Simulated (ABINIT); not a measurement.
Runs of ABINIT 10.8.3 (patched build) on PtS2. The structure is trigonal, space group P-3m1 (No. 164). The conventional cell has a = 3.543 Å, b = 3.543 Å, c = 5.039 Å, α = 90.00°, β = 90.00°, γ = 120.00°. Pt (site symmetry -3m) has 6 S at 2.34 Å as nearest neighbours. S (site symmetry 3m) is surrounded by 3 Pt at 2.34 Å. 

```tsv
task	level	potentials or basis	spin	cell	k mesh	cutoff (eV)	smearing	stop of the response cycle (tolvrs)	acoustic sum rule (asr)	fine-grid cutoff	cell freedom (optcell)	optimiser (ionmov)	other keys	mesh quality	gap on the mesh (eV)	pressure (GPa)	largest force (eV/Å)
dielectric tensor	PBE	PseudoDojo NC SR PBE v0.4.1 standard	off	as given	4 × 4 × 4, shifted	952	fixed	1e-08	2	-	-	-	-	coarse	-	-	1.34
single point	PBE	PseudoDojo NC SR PBE v0.4.1 standard	off	as given	7 × 7 × 4	952	fermi-dirac 0.05 eV	-	-	-	-	-	-	not flagged	0.83	-	(a)
single point	RPBE	JTH PAW PBE v2.0	SOC, no magnetisation	as given	7 × 7 × 4	408	fermi-dirac 0.05 eV	-	-	816.342 eV	-	-	-	not flagged	0.90	-	1.46
relaxation of cell and atoms	LDA	PseudoDojo NC SR LDA v0.4 stringent	off	relaxed	7 × 7 × 4	1034	fermi-dirac 0.05 eV	-	-	-	2	2	-	not flagged	none	0.0	-
one-shot levels of the hybrid HSE03	PBE	PseudoDojo NC SR PBE v0.4.1 standard	off	as given	5 × 5 × 3	1143	fixed	-	-	-	-	-	-	not flagged	1.32	-	-
effective masses	RPBE	JTH PAW PBE v2.0	SOC, no magnetisation	as given	6 × 6 × 4	408	fixed	-	-	1224.51 eV	-	-	dg_ha = 45	not flagged	-	-	1.47
one-shot levels of the hybrid B3LYP	PBE	PseudoDojo NC SR PBE v0.4.1 standard	off	as given	5 × 5 × 3	952	fixed	-	-	-	-	-	-	not flagged	1.32	-	-
single point	LDA	PseudoDojo NC SR LDA v0.4 stringent	off	cell relaxed	7 × 7 × 4	1034	fermi-dirac 0.05 eV	-	-	-	-	-	-	not flagged	none	(b)	-
optical spectrum by the Bethe-Salpeter equation	PBE	PseudoDojo NC SR PBE v0.4.1 standard	off	as given	5 × 5 × 3, shifted	952	fixed	-	-	-	-	-	-	coarse	-	-	(c)
```

**Question.** Fill in the values left out.

**Answer.** (a) 1.24; (b) -0.3; (c) 1.26.

Caveats: some runs use coarse meshes; an odd mesh through Γ misses points on the zone boundary, where band edges often lie (some runs); forces of over 1 eV/Å show positions far from the minimum, so gaps and moduli don't describe the material at rest (some runs); spin-orbit coupling is left out, which moves the levels of the heavy elements (some runs); the PAW data sets were made with another functional, which shifts forces and pressure a little (some runs); Libxc's HSE differs a little from that of other programs (some runs); this build's HSE levels may be imprecise (some runs); the masses are taken at a mesh point that needn't be the band's extremum (some runs).

A k mesh can miss the band edges, and rows without SOC leave out spin-orbit coupling on Pt.

A gap of «none» marks a metal or a gap under the smearing width.

The runs don't all hold the same shells in valence.
